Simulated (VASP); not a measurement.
# CaO in VASP 6.6.1, single-point calculation

INCAR

```
LASPH = .TRUE.
ISMEAR = -1
ISIF = 2
PREC = Accurate
NBANDS = 15
EDIFF = 1E-7
NELM = 120
LWAVE = .FALSE.
LCHARG = .FALSE.
SIGMA = 0.02
NSW = 0
METAGGA = MS2
LREAL = .FALSE.
ENCUT = 520
IBRION = -1
```

KPOINTS

```
KPOINTS created by Atomic Simulation Environment
0
Monkhorst-Pack
10 10 10
0 0 0
```

POSCAR

```
Ca O
 1.0000000000000000
     0.0000000000000000    2.2776726047000002    2.2776726047000002
     2.2776726047000002    0.0000000000000000    2.2776726047000002
     2.2776726047000002    2.2776726047000002    0.0000000000000000
 Ca  O
   1   1
Cartesian
  0.0000000000000000  0.0000000000000000  0.0000000000000000
  2.2776726047000002  2.2776726047000002  2.2776726047000002
```

The recommended PBE PAW datasets give the neutral cell 16 valence electrons.

Command

```
mpirun -np 1 vasp_std
```

Task: How does this run end, and what does it give?

Result: It converged. Results: gap between bands v and c on the k mesh 4.08 eV; least direct gap on the k mesh 4.38 eV; pressure 28.0 GPa. Band v is the last that the valence electrons fill when counted band by band, and c is the next.

OSZICAR

```
N       E                     dE             d eps       ncg     rms          rms(c)
DAV:   1     0.103629452300E+03    0.10363E+03   -0.80179E+03  3300   0.107E+03
DAV:   2    -0.276567751091E+02   -0.13129E+03   -0.12208E+03  4189   0.292E+02
DAV:   3    -0.323977991113E+02   -0.47410E+01   -0.46845E+01  4137   0.579E+01
DAV:   4    -0.324832584190E+02   -0.85459E-01   -0.85389E-01  3637   0.748E+00
DAV:   5    -0.324848689313E+02   -0.16105E-02   -0.16105E-02  3949   0.807E-01    0.621E+00
DAV:   6    -0.200571564835E+02    0.12428E+02   -0.10486E+01  4210   0.341E+01    0.302E+00
DAV:   7    -0.201472357695E+02   -0.90079E-01   -0.17159E+00  3643   0.129E+01    0.252E+00
DAV:   8    -0.201967691796E+02   -0.49533E-01   -0.17799E-01  4062   0.458E+00    0.157E+00
DAV:   9    -0.201922886898E+02    0.44805E-02   -0.13537E-01  4357   0.418E+00    0.678E-01
DAV:  10    -0.201833273459E+02    0.89613E-02   -0.21866E-02  3755   0.151E+00    0.971E-02
DAV:  11    -0.201843905705E+02   -0.10632E-02   -0.14330E-03  4588   0.383E-01    0.340E-02
DAV:  12    -0.201850249700E+02   -0.63440E-03   -0.41322E-04  5321   0.163E-01    0.302E-02
DAV:  13    -0.201850244916E+02    0.47845E-06   -0.31118E-05  5296   0.633E-02    0.117E-02
DAV:  14    -0.201850277768E+02   -0.32853E-05   -0.10259E-05  4457   0.344E-02    0.567E-03
DAV:  15    -0.201850516156E+02   -0.23839E-04   -0.19460E-06  5137   0.110E-02    0.351E-03
DAV:  16    -0.201850610422E+02   -0.94266E-05   -0.13501E-07  4001   0.450E-03    0.151E-03
DAV:  17    -0.201850674201E+02   -0.63779E-05   -0.16883E-07  4619   0.317E-03    0.434E-04
DAV:  18    -0.201850689620E+02   -0.15419E-05   -0.12583E-08  2077   0.109E-03    0.109E-04
DAV:  19    -0.201850689016E+02    0.60448E-07   -0.12063E-09  1832   0.364E-04
   1 F= -.20185069E+02 E0= -.20185069E+02  d E =-.637703E-12
```

The shifted mesh misses Γ, so a band edge there is missed.

For comparison, a separate PBE run of the intended cell, on usual settings and not on those above, gives a gap of 3.52 eV on its mesh and a pressure of 28.5 GPa.
